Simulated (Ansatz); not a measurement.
System: α-quartz-type GeO₂ (metastable phase). Method: PBEsol+SOC (PAW; Ansatz, an electronic-structure program).

Settings: plane-wave cutoff 520 eV, 12×12×6 k mesh (along the axes of the cell as run), Fermi–Dirac smearing 0.01 eV, PAW data made under PBE.

Cell (measured lattice):

```
CELL_PARAMETERS angstrom
      4.98700     0.00000     0.00000
     -2.49350     4.31887     0.00000
      0.00000     0.00000     5.65200
ATOMIC_POSITIONS crystal
  Ge 0.00000 0.44979 0.33333
  Ge 0.55021 0.55021 0.00000
  Ge 0.44979 0.00000 0.66667
  O  0.30577 0.39339 0.24695
  O  0.60661 0.91238 0.91361
  O  0.69423 0.08762 0.41972
  O  0.91238 0.60661 0.08639
  O  0.39339 0.30577 0.75305
  O  0.08762 0.69423 0.58028
```

Estimate the band gap and smallest direct gap on the k points sampled that the calculation returns.


- band gap = 3.36 eV (indirect)
- smallest direct gap on the k points sampled = 3.42 eV

Note: cell and atoms aren't relaxed at this level (pressure 0.4 GPa).

Computed values are for the static lattice.

Computing time: about 15 core-minutes (a rough figure).
